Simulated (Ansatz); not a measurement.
## Se (P3_221)

These are results of DFT PBEsol, scalar-relativistic, plane waves, PAW in Ansatz 0.2.0, not measurements.

Cutoff 420 eV; k points 12×12×8 on the computed 3-atom cell (Γ-centred); Gaussian smearing, width 0.02 eV; no spin polarisation.

The structure is relaxed at this level of theory with its symmetry kept.

The structure is trigonal, space group P3_221 (No. 154). Conventional cell: a = 4.038 Å, b = 4.038 Å, c = 5.121 Å, α = 90.00°, β = 90.00°, γ = 120.00°. Se (site symmetry 2) has 2 Se at 2.44 Å as nearest neighbours.

| Quantity | Value |
| --- | --- |
| Volume per atom | 24.11 Å³ |
| Formation energy from the elements' standard states (uncorrected) | 0.000 eV/atom |
| Kohn–Sham band gap | 0.39 eV, indirect from (0.263, 0.368, 0.500) to H |
| Löwdin character of the top 1 eV of the valence band | Se 4p 94 % |
| Löwdin character of the lowest 1 eV of the conduction band | Se 4p 90 %, unprojected 5 % |
| Electron masses at the edge by Cartesian direction of the standard setting (m_e; degenerate bands sorted by energy; no spin-orbit coupling) | x: 0.088; y: 0.088; z: 0.089 |
| Hole masses at the edge by Cartesian direction of the standard setting (m_e; degenerate bands sorted by energy; no spin-orbit coupling) | x: 0.94; y: 0.13; z: 0.20 |
| Bader charges (e) | Se (3 in the cell) 0.00 |